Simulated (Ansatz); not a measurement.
**V2O5 — ¹⁷O NMR of the central transition**

Cell: a computed structure from the Materials Project (it need not be an observed phase), taken as it stands.

Space group Cmcm (No. 63); a = 3.5379, b = 10.0493, c = 11.4429 Å.

```
site  Wyckoff  site symmetry       x       y       z
   V       8f            m..  0.5000  0.7960  0.1043
  O5       4c            m2m  0.5000  0.7323  0.2500
  O6       8f            m..  0.5000  0.9530  0.1185
  O7       8f            m..  0.5000  0.2497  0.0682
```

One atom of each set is listed; the run and its k-mesh use a cell of 14 atoms with edges of 5.33, 5.33, 11.44 Å.

All values are calculated (Ansatz; DFT, r2SCAN, plane waves and PAW (field gradients read without the response of the frozen cores, which leaves them typically 4 to 6 % off), scalar-relativistic, 500 eV cutoff, Γ-centred 6×6×2 k-points, Fermi–Dirac smearing 0.02 eV), not measured.

¹⁷O has I = 5/2 and Q = -25.58 mb (Pyykkö 2018); at 21.1 T its Larmor frequency is ν₀ = 121.8 MHz. Only the quadrupole interaction is simulated: positions count from each site's isotropic chemical shift, and J coupling is left out, as are shift anisotropy and dipolar coupling, which fast spinning averages.

Task: Give C_Q, η, the quadrupolar product P_Q = |C_Q|(1 + η²/3)^½, the second-order isotropic shift and the breadth of the pattern (fast magic-angle spinning) for each O site.

Result: 

| site | first shell | C_Q (MHz) | η | P_Q (MHz) | δ_QIS (ppm) | breadth (kHz) |
| --- | --- | --- | --- | --- | --- | --- |
| O5 | 2 V at 1.79 Å, angle 138° | 3.16 | 0.12 | 3.17 | -4.05 | 1.10 |
| O6 | 1 V at 1.59 Å | 0.569 | 0.99 | 0.655 | -0.173 | 0.0463 |
| O7 | 3 V at 1.88–2.03 Å | 2.90 | 0.82 | 3.21 | -4.18 | 1.15 |

δ_QIS = −(ν_Q²/30ν₀²)[I(I+1) − 3/4](1 + η²/3) × 10⁶ ppm with ν_Q = 3|C_Q|/[2I(2I−1)]; it falls as 1/B₀² in ppm, and the breadth as 1/B₀ in kHz.

At O5 V_zz points along the bisector of its two bonds (within 1°).

At this cell the principal stresses reach 6 GPa in size with r2SCAN, which can matter for small gradients. The largest force is 1.2 eV/Å, so the atoms aren't at the calculated equilibrium and relaxing them would move these values.

Hardware: 1 thread of Intel Xeon Platinum 8259CL CPU @ 2.50GHz (Skylake/Cascade Lake) (x86_64; 16 cores open to the job, memory cap 3.0 GiB, no GPU), a shared host with a load of 0.3 a core. Wall time 58 s, CPU time 58 s, peak memory 1.3 GiB.
